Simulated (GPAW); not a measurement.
# ZrS2 (P-3m1) in GPAW: further runs

One crystal, ZrS2, is run at these levels: PBEsol; tasks: band structure.

All numbers are computed with GPAW 26.7.0; they aren't measurements. Logs are shortened: lines on timing, memory, paths and dates and some standing lists are left out, and cuts for length are marked. The log counts tension as positive stress, the text compression.

**The experiment to reproduce.**

“Stress-Tuned Optical Transitions in Layered 1T-MX2 (M= Hf, Zr, Sn; X= S, Se) Crystals”, 2022, arxiv:2210.12074 quotes, for a bulk crystal of ZrS2: band gap 1.68 eV (indirect).

The results are compared with them further down.

**1. Starting point**

It takes space group P-3m1 (No. 164, trigonal). The conventional cell has a = 3.691 Å, b = 3.691 Å, c = 6.041 Å, α = 90.00°, β = 90.00°, γ = 120.00°. Zr (site symmetry -3m) is surrounded by 6 S at 2.57 Å. S (site symmetry 3m) is surrounded by 3 Zr at 2.57 Å.

The cell is a database's computed one.

**2. Band structure, PBEsol**

Contents of run.py:

```python
from ase import Atoms
from ase.dft.bandgap import bandgap
from ase.io import write
from ase.units import GPa
from gpaw import GPAW, PW, setup_paths

setup_paths.insert(0, '.')

atoms = Atoms(['Zr', 'S', 'S'],
              cell=[[3.6913825498, 0.0, 0.0],
                    [-1.8456912749, 3.1968310632, 0.0],
                    [0.0, 0.0, 6.04107701]],
              scaled_positions=[[0.0, 0.0, 0.0],
                                [0.3333333333, 0.6666666667, 0.23790997],
                                [0.6666666667, 0.3333333333, 0.76209003]],
              pbc=True)

calc = GPAW(mode=PW(600),
            xc='PBEsol',
            kpts={'size': (8, 8, 5), 'gamma': True},
            occupations={'name': 'fermi-dirac', 'width': 0.05},
            nbands=24,
            convergence={'density': 1e-05, 'energy': 1e-05},
            maxiter=150,
            txt='gpaw.txt')
atoms.calc = calc
energy = atoms.get_potential_energy()
forces = atoms.get_forces()
stress = atoms.get_stress()
calc.write('gs.gpw')
write('result.traj', atoms)
print(f'Energy: {energy:.6f} eV')
print('Forces (eV/A):')
print(forces.round(4))
print('Stress (GPa):', (stress / GPa).round(3))
print('Fermi level:', round(calc.get_fermi_level(), 4), 'eV')
print(f'Gap: {bandgap(calc)[0]:.4f} eV, direct: {bandgap(calc, direct=True)[0]:.4f} eV')

path = atoms.cell.bandpath('GMKGALHA,LM,KH', npoints=80, eps=1e-4)
bs_calc = calc.fixed_density(kpts=path, symmetry='off', nbands=39,
                             convergence={'bands': 'CBM+6.0', 'eigenstates': 1e-6}, txt='bands.txt')
bs = bs_calc.band_structure()
bs.write('bs.json')
print(f'Gap on the path: {bandgap(bs_calc)[0]:.4f} eV')
```

Potentials or basis: PAW data sets generated in the run's folder for this functional, pw.

Command:

```console
gpaw-setup -f PBEsol S Zr
OMP_NUM_THREADS=1 python run.py
```

gpaw.txt:

```text
__  _  _
 | _ |_)|_||  |
 |__||  | ||/\| - 26.7.0

Input parameters:
  mode=PW(ecut=600.0),
  convergence={'density': 1e-05, 'energy': 1e-05},
  kpts=MonkhorstPack(size=(8, 8, 5), gamma=True),
  maxiter=150,
  nbands=24,
  occupations=Occupations(name='fermi-dirac', width=0.05),
  xc=XC(name='PBEsol')

Diagonalizing LCAO Hamiltonian
Converting LCAO to pw mode

            S

        S

       Zr

Atoms  # Å, Bohr magnetons
|   | symbol |         x |        y |        z |    initial magnetic moments |
|---|--------|-----------|----------|----------|-----------------------------|
| 0 |     Zr |  0.000000 | 0.000000 | 0.000000 | ( 0.0000,  0.0000,  0.0000) |
| 1 |      S | -0.000000 | 2.131221 | 1.437232 | ( 0.0000,  0.0000,  0.0000) |
| 2 |      S |  1.845691 | 1.065610 | 4.603845 | ( 0.0000,  0.0000,  0.0000) |

Unit cell  # Å
| periodic |         x |        y |        z |  lengths |     angles |
|----------|-----------|----------|----------|----------|------------|
|      yes |  3.691383 | 0.000000 | 0.000000 | 3.691383 |  90.000000 |
|      yes | -1.845691 | 3.196831 | 0.000000 | 3.691383 |  90.000000 |
|      yes |  0.000000 | 0.000000 | 6.041077 | 6.041077 | 120.000000 |

Number of symmetries: 12
Symmetry operations  # r_c * U_cc + t_c -> r_c
|    | kind |            matrix            |
|----|------|------------------------------|
|  0 |  σ   |  1, 1, 0,  0,-1, 0,  0, 0, 1 |
|  1 |  S6  |  1, 1, 0, -1, 0, 0,  0, 0,-1 |
|  2 |  E   |  1, 0, 0,  0, 1, 0,  0, 0, 1 |
|  3 |  C2  |  1, 0, 0, -1,-1, 0,  0, 0,-1 |
|  4 |  C2  |  0, 1, 0,  1, 0, 0,  0, 0,-1 |
|  5 |  C3  |  0, 1, 0, -1,-1, 0,  0, 0, 1 |
|  6 |  S6  |  0,-1, 0,  1, 1, 0,  0, 0,-1 |
|  7 |  σ   |  0,-1, 0, -1, 0, 0,  0, 0, 1 |
|  8 |  σ   | -1, 0, 0,  1, 1, 0,  0, 0, 1 |
|  9 |  i   | -1, 0, 0,  0,-1, 0,  0, 0,-1 |
| 10 |  C3  | -1,-1, 0,  1, 0, 0,  0, 0, 1 |
| 11 |  C2  | -1,-1, 0,  0, 1, 0,  0, 0,-1 |

BZ-sampling:
  Number of BZ points: 320
  Number of IBZ points: 40

  Monkhorst-Pack size: [8, 8, 5]
  Monkhorst-Pack shift: [0.0625, 0.0625, 0.0]

K-points  # in reciprocal-cell coordinates
|     |                                coordinates |     weight |
|-----|--------------------------------------------|------------|
|   0 | (  0.00000000,   0.00000000,   0.00000000) | 0.00312500 |
|   1 | (  0.00000000,   0.00000000,   0.20000000) | 0.00625000 |
|   2 | (  0.00000000,   0.00000000,   0.40000000) | 0.00625000 |
|   3 | (  0.12500000,   0.00000000,  -0.40000000) | 0.01875000 |
|   4 | (  0.12500000,   0.00000000,  -0.20000000) | 0.01875000 |
|   5 | (  0.12500000,   0.00000000,   0.00000000) | 0.01875000 |
|   6 | (  0.12500000,   0.00000000,   0.20000000) | 0.01875000 |
|   7 | (  0.12500000,   0.00000000,   0.40000000) | 0.01875000 |
|   8 | (  0.25000000,  -0.12500000,   0.00000000) | 0.01875000 |
|   9 | (  0.25000000,  -0.12500000,   0.20000000) | 0.03750000 |
| ... |                                            |            |
|  39 | (  0.50000000,   0.50000000,   0.40000000) | 0.01875000 |

Plane wave coefficients: 2430
Cutoff: 600.0 eV

Spin-components: 1 (collinear spins)
Bands:           24
Projectors:      16
Spin-degeneracy: 2
Datatype:        complex128

Parallelization:
  kpt:    1
  domain: 1
  band:   1

Density:
  Valence electrons: 24.0
  Components: 1
  Grid points: [21 21 35]
  Charge: 0.0  # |e|

Potential:
  Grid points: [21 21 35]

species:
  Zr:
    name:    Zirconium
    Z:       40.0
    valence: 12
    core:    28
    charge:  0.0  # [|e|]
    compensation charges:
      type: gauss
      rc: 0.40  # [Å]
      lmax: 2
    cutoffs:
      filter: 2.39  # [Å]
      core: 1.59  # [Å]
    projectors
    | kind |    occ | energy [eV] | rcut [Å] |
    |------|--------|-------------|----------|
    |   4s |  2.000 |     -54.429 |    1.323 |
    |   5s |  2.000 |      -4.463 |    1.323 |
    |   4p |  6.000 |     -32.434 |    1.334 |
    |   5p |  0.000 |      -1.454 |    1.334 |
    |   4d |  2.000 |      -3.613 |    1.244 |
    |    d |        |      23.598 |    1.244 |

    Using partial waves for Zr as LCAO basis

  S:
    name:    Sulfur
    Z:       16.0
    valence: 6
    core:    10
    charge:  0.0  # [|e|]
    compensation charges:
      type: gauss
      rc: 0.24  # [Å]
      lmax: 2
    cutoffs:
      filter: 1.77  # [Å]
      core: 1.66  # [Å]
    projectors
    | kind |    occ | energy [eV] | rcut [Å] |
    |------|--------|-------------|----------|
    |   3s |  2.000 |     -17.192 |    0.974 |
    |   3p |  4.000 |      -6.978 |    0.979 |
    |    s |        |      10.020 |    0.974 |
    |    p |        |      20.234 |    0.979 |
    |    d |        |       0.000 |    0.900 |

    Using partial waves for S as LCAO basis

Reference energy: -119518.249540  # eV

eigensolver:
  PPCG
  Converge bands: occupied
  niter=2

density mixing:
  MSR1-Mixer
  Pratt-step length: 0.05
  Maximum mixing coefficient: 0.75
  Old densities: 10
  SVD Regularization: 0.005
  Good broyden scale: 1.0
  Trust region scale: 1.0
  Backstep threshold: 4.0
  History deletion threshold: 6.0
  Fourier metric: weight=20.0, sigma=0.015

occupation numbers:
  Fermi-Dirac:
    width: 0.0500  # eV

poisson solver:
  ecut: 4800.0  # eV

xc functional:
  name: PBEsol with 2 nearest neighbor stencil

convergence criteria:
- Maximum integral of absolute [dens]ity change: 1e-05 electrons / valence electron
- Maximum [total energy] change in last 3 cyles: 1e-05 eV / valence electron
- Maximum integral of absolute [eigenst]ate change: 4e-08 eV^2 / valence electron
maximum number of iterations: 150

SCF iterations
|iter     | |      energy | eigst |  dens |
|---------|-|-------------|-------|-------|
|iter:   1| |  -22.127874 | +0.19 |       |
|iter:   2| |  -21.970547 | -1.47 | -1.04 |
|iter:   3| |  -21.425706 | -1.17 | -1.09 |
|iter:   4| |  -21.408591 | -2.18 | -1.57 |
|iter:   5| |  -21.399670 | -2.88 | -1.81 |
|iter:   6| |  -21.397866 | -3.54 | -2.05 |
|iter:   7| |  -21.397868 | -5.09 | -3.31 |
|iter:   8| |  -21.397870c| -6.42 | -3.74 |
|iter:   9| |  -21.397870c| -7.90c| -4.62 |
|iter:  10| |  -21.397870c| -8.67c| -5.36c|

Converged in 10 steps
Energy contributions relative to reference atoms: (reference = -119518.249540)

Energy contributions:
  Kinetic:          13.635625
  Coulomb:         -17.960184
  Zero:              0.482521
  External:          0.000000
  Xc:              -17.555830
  Entropy:          -0.000003
  Spinorbit:         0.000000
  ----------------------------
  Free energy:     -21.397871
  Extrapolated:    -21.397870

dipole moment: (-6.748447, -11.688653, -22.088139)  # |e|*Ang

Fermi level: 4.963
Eigenvalues  # (at kpt = [0.000, 0.000, 0.000])
| band index |      eig [eV] | occ [0-2] |
|------------|---------------|-----------|
|          0 |       -44.413 |     2.000 |
|        ... |               |           |
|          4 |        -8.104 |     2.000 |
|          5 |        -6.689 |     2.000 |
|          6 |         0.221 |     2.000 |
|          7 |         1.700 |     2.000 |
|          8 |         1.700 |     2.000 |
|          9 |         4.391 |     2.000 |
[... 8 lines left out ...]
|         18 |        10.219 |     0.000 |
|         19 |        13.941 |     0.000 |
|        ... |               |           |
|         23 |        18.290 |     0.000 |

Gap: 0.981 eV
Transition (v -> c):
  (s=0, k=5, n=11, [0.12, 0.00, 0.00]) -> (s=0, k=39, n=12, [0.50, 0.50, 0.40])
Direct/indirect transitions are different
Direct gap: 1.579 eV
Transition at: (s=0, k=0, n=11, [0.00, 0.00, 0.00])

Forces  # eV/Ang
|        x |        y |        z |
|----------|----------|----------|
|  0.00000 |  0.00000 |  0.00000 |  # Zr   0
| -0.00000 |  0.00000 | -0.17340 |  # S    1
| -0.00000 | -0.00000 |  0.17340 |  # S    2

Stress tensor  # eV/Ang^3
|        x |        y |        z |
|----------|----------|----------|
| 0.021222 | 0.000000 | 0.000000 |
| 0.000000 | 0.021222 | 0.000000 |
| 0.000000 | 0.000000 | 0.009814 |

# Writing to gs.gpw (mode='')
```

It took 2 min on 1 thread of Arm Neoverse V1, shared host; peak memory 0.39 GiB.

Results:

```
Free energy             : -21.3979 eV
Pressure                : -2.8 GPa
Largest force           : 0.173 eV/Å
Band gap on the k mesh  : 0.98 eV, indirect (least direct gap 1.58 eV)
Band gap along the path : 0.96 eV, indirect (least direct gap 1.58 eV)
```

Forces in eV/Å, atoms in the order of the input:
```
Zr   0.000  0.000  0.000
S    0.000  0.000 -0.173
S    0.000  0.000  0.173
```

Levels at the corners of the path, in eV from the valence-band top:
| point | band 10 | band 11 | band 12 | band 13 | band 14 | band 15 |
| --- | --- | --- | --- | --- | --- | --- |
| Γ | -0.08 | -0.08 | -0.05 | 1.53 | 1.53 | 2.37 |
| M | -2.37 | -1.68 | -1.18 | 1.13 | 3.20 | 3.45 |
| K | -1.99 | -1.99 | -1.43 | 2.13 | 3.14 | 3.14 |
| Γ | -0.08 | -0.08 | -0.05 | 1.53 | 1.53 | 2.37 |
| A | -1.62 | -0.18 | -0.18 | 1.50 | 1.50 | 2.68 |
| L | -2.22 | -0.98 | -0.80 | 0.96 | 3.19 | 3.45 |
| H | -1.88 | -1.75 | -1.75 | 2.23 | 2.88 | 2.88 |
| A | -1.62 | -0.18 | -0.18 | 1.50 | 1.50 | 2.68 |
| L | -2.22 | -0.98 | -0.80 | 0.96 | 3.19 | 3.45 |
| M | -2.37 | -1.68 | -1.18 | 1.13 | 3.20 | 3.45 |
| K | -1.99 | -1.99 | -1.43 | 2.13 | 3.14 | 3.14 |
| H | -1.88 | -1.75 | -1.75 | 2.23 | 2.88 | 2.88 |

Caveat: this functional lacks dispersion, which binds the layers, so the pressure and a relaxed spacing across them are unreliable.

**3. Band structure, PBEsol, spin-orbit coupling, no magnetisation**

Changes to run.py since step 2:

```diff
@@ -1 +1,2 @@
+import numpy as np
 from ase import Atoms
@@ -5,2 +6,3 @@
 from gpaw import GPAW, PW, setup_paths
+from gpaw.spinorbit import soc_eigenstates
 
@@ -44 +46,7 @@
 print(f'Gap on the path: {bandgap(bs_calc)[0]:.4f} eV')
+
+soc = soc_eigenstates(bs_calc, theta=90, phi=45)
+np.savetxt('soc_bands.dat', soc.eigenvalues(), fmt='%.4f')
+mesh = soc_eigenstates('gs.gpw', theta=90, phi=45)
+np.savetxt('soc_mesh.dat', mesh.eigenvalues(), fmt='%.4f')
+print('Fermi level with spin-orbit coupling:', round(mesh.fermi_level, 4), 'eV')
```

Potentials or basis: PAW data sets generated in the run's folder for this functional, pw.

Command:

```console
gpaw-setup -f PBEsol S Zr
OMP_NUM_THREADS=1 python run.py
```

gpaw.txt:

```text
__  _  _
 | _ |_)|_||  |
 |__||  | ||/\| - 26.7.0

Input parameters:
  mode=PW(ecut=600.0),
  convergence={'density': 1e-05, 'energy': 1e-05},
  kpts=MonkhorstPack(size=(8, 8, 5), gamma=True),
  maxiter=150,
  nbands=24,
  occupations=Occupations(name='fermi-dirac', width=0.05),
  xc=XC(name='PBEsol')

Diagonalizing LCAO Hamiltonian
Converting LCAO to pw mode

            S

        S

       Zr

Atoms  # Å, Bohr magnetons
|   | symbol |         x |        y |        z |    initial magnetic moments |
|---|--------|-----------|----------|----------|-----------------------------|
| 0 |     Zr |  0.000000 | 0.000000 | 0.000000 | ( 0.0000,  0.0000,  0.0000) |
| 1 |      S | -0.000000 | 2.131221 | 1.437232 | ( 0.0000,  0.0000,  0.0000) |
| 2 |      S |  1.845691 | 1.065610 | 4.603845 | ( 0.0000,  0.0000,  0.0000) |

Unit cell  # Å
| periodic |         x |        y |        z |  lengths |     angles |
|----------|-----------|----------|----------|----------|------------|
|      yes |  3.691383 | 0.000000 | 0.000000 | 3.691383 |  90.000000 |
|      yes | -1.845691 | 3.196831 | 0.000000 | 3.691383 |  90.000000 |
|      yes |  0.000000 | 0.000000 | 6.041077 | 6.041077 | 120.000000 |

Number of symmetries: 12
Symmetry operations  # r_c * U_cc + t_c -> r_c
|    | kind |            matrix            |
|----|------|------------------------------|
|  0 |  σ   |  1, 1, 0,  0,-1, 0,  0, 0, 1 |
|  1 |  S6  |  1, 1, 0, -1, 0, 0,  0, 0,-1 |
[... 140 lines left out ...]
maximum number of iterations: 150

SCF iterations
|iter     | |      energy | eigst |  dens |
|---------|-|-------------|-------|-------|
|iter:   1| |  -22.127874 | +0.19 |       |
|iter:   2| |  -21.970547 | -1.47 | -1.04 |
|iter:   3| |  -21.425706 | -1.17 | -1.09 |
|iter:   4| |  -21.408591 | -2.18 | -1.57 |
|iter:   5| |  -21.399670 | -2.88 | -1.81 |
|iter:   6| |  -21.397866 | -3.54 | -2.05 |
|iter:   7| |  -21.397868 | -5.09 | -3.31 |
|iter:   8| |  -21.397870c| -6.42 | -3.74 |
|iter:   9| |  -21.397870c| -7.90c| -4.62 |
|iter:  10| |  -21.397870c| -8.67c| -5.36c|

Converged in 10 steps
Energy contributions relative to reference atoms: (reference = -119518.249540)

Energy contributions:
  Kinetic:          13.635625
  Coulomb:         -17.960184
  Zero:              0.482521
  External:          0.000000
  Xc:              -17.555830
  Entropy:          -0.000003
  Spinorbit:         0.000000
  ----------------------------
  Free energy:     -21.397871
  Extrapolated:    -21.397870

dipole moment: (-6.748447, -11.688653, -22.088139)  # |e|*Ang

Fermi level: 4.963
Eigenvalues  # (at kpt = [0.000, 0.000, 0.000])
| band index |      eig [eV] | occ [0-2] |
|------------|---------------|-----------|
|          0 |       -44.413 |     2.000 |
|        ... |               |           |
|          4 |        -8.104 |     2.000 |
|          5 |        -6.689 |     2.000 |
|          6 |         0.221 |     2.000 |
|          7 |         1.700 |     2.000 |
|          8 |         1.700 |     2.000 |
|          9 |         4.391 |     2.000 |
[... 8 lines left out ...]
|         18 |        10.219 |     0.000 |
|         19 |        13.941 |     0.000 |
|        ... |               |           |
|         23 |        18.290 |     0.000 |

Gap: 0.981 eV
Transition (v -> c):
  (s=0, k=5, n=11, [0.12, 0.00, 0.00]) -> (s=0, k=39, n=12, [0.50, 0.50, 0.40])
Direct/indirect transitions are different
Direct gap: 1.579 eV
Transition at: (s=0, k=0, n=11, [0.00, 0.00, 0.00])

Forces  # eV/Ang
|        x |        y |        z |
|----------|----------|----------|
|  0.00000 |  0.00000 |  0.00000 |  # Zr   0
| -0.00000 |  0.00000 | -0.17340 |  # S    1
| -0.00000 | -0.00000 |  0.17340 |  # S    2

Stress tensor  # eV/Ang^3
|        x |        y |        z |
|----------|----------|----------|
| 0.021222 | 0.000000 | 0.000000 |
| 0.000000 | 0.021222 | 0.000000 |
| 0.000000 | 0.000000 | 0.009814 |

# Writing to gs.gpw (mode='')
```

stdout:

```text
Energy: -21.397870 eV
Forces (eV/A):
[[ 0.      0.      0.    ]
 [-0.      0.     -0.1734]
 [-0.     -0.      0.1734]]
Stress (GPa): [3.4   3.4   1.572 0.    0.    0.   ]
Fermi level: 4.9632 eV
Gap: 0.9814 eV, direct: 1.5786 eV
Gap on the path: 0.9578 eV
Fermi level with spin-orbit coupling: 4.9662 eV
```

It took 2 min on 1 thread of Arm Neoverse V1, shared host; peak memory 0.45 GiB.

What came out:

| Property | Result |
| --- | --- |
| Free energy | -21.3979 eV |
| Pressure | -2.8 GPa |
| Largest force | 0.173 eV/Å |
| Band gap on the k mesh | 0.98 eV, indirect (least direct gap 1.55 eV) |
| Band gap along the path | 0.95 eV, indirect (least direct gap 1.55 eV) |

Forces on the atoms (eV/Å):
```
Zr   0.000  0.000  0.000
S    0.000  0.000 -0.173
S    0.000  0.000  0.173
```

Stress tensor (GPa, compression positive):
```
-3.40  0.00  0.00
 0.00 -3.40  0.00
 0.00  0.00 -1.57
```

Levels at the corners of the path, in eV from the valence-band top:
```tsv
point	band 21	band 22	band 23	band 24	band 25	band 26	band 27	band 28
Γ	-0.04	-0.04	-0.03	-0.03	1.52	1.52	1.52	1.52
M	-1.68	-1.68	-1.17	-1.17	1.13	1.13	3.19	3.19
K	-1.99	-1.99	-1.43	-1.43	2.12	2.12	3.10	3.10
Γ	-0.04	-0.04	-0.03	-0.03	1.52	1.52	1.52	1.52
A	-0.23	-0.23	-0.14	-0.14	1.49	1.49	1.50	1.50
L	-1.00	-1.00	-0.79	-0.79	0.95	0.95	3.18	3.18
H	-1.76	-1.76	-1.75	-1.75	2.22	2.22	2.84	2.84
A	-0.23	-0.23	-0.14	-0.14	1.49	1.49	1.50	1.50
L	-1.00	-1.00	-0.79	-0.79	0.95	0.95	3.18	3.18
M	-1.68	-1.68	-1.17	-1.17	1.13	1.13	3.19	3.19
K	-1.99	-1.99	-1.43	-1.43	2.12	2.12	3.10	3.10
H	-1.76	-1.76	-1.75	-1.75	2.22	2.22	2.84	2.84
```

Caveat: spin-orbit coupling was added after a scalar SCF, so levels and gaps hold it while energy, forces, pressure and moments don't; this program's spin-orbit splittings come out too wide for heavy elements; this functional lacks dispersion, which binds the layers, so the pressure and a relaxed spacing across them are unreliable.

**4. How close it comes**

Step 2. Measured gap of ZrS2: 1.68 eV (indirect; quoted in “Stress-Tuned Optical Transitions in Layered 1T-MX2 (M= Hf, Zr, Sn; X= S, Se) Crystals”, 2022, arxiv:2210.12074). This calculation gives 0.96 eV (-0.72 eV). Spin-orbit coupling on Zr is left out. The value is that of PBEsol, without temperature or zero-point motion. Semilocal functionals fall short of measured gaps as a rule. The cell is a database's relaxed one, not the measured one, which moves gaps too.

Step 3. Measured gap of ZrS2: 1.68 eV (indirect; quoted in “Stress-Tuned Optical Transitions in Layered 1T-MX2 (M= Hf, Zr, Sn; X= S, Se) Crystals”, 2022, arxiv:2210.12074). This calculation gives 0.95 eV (-0.73 eV). The value is that of PBEsol, without temperature or zero-point motion. Semilocal functionals fall short of measured gaps as a rule. The cell is a database's relaxed one, not the measured one, which moves gaps too.
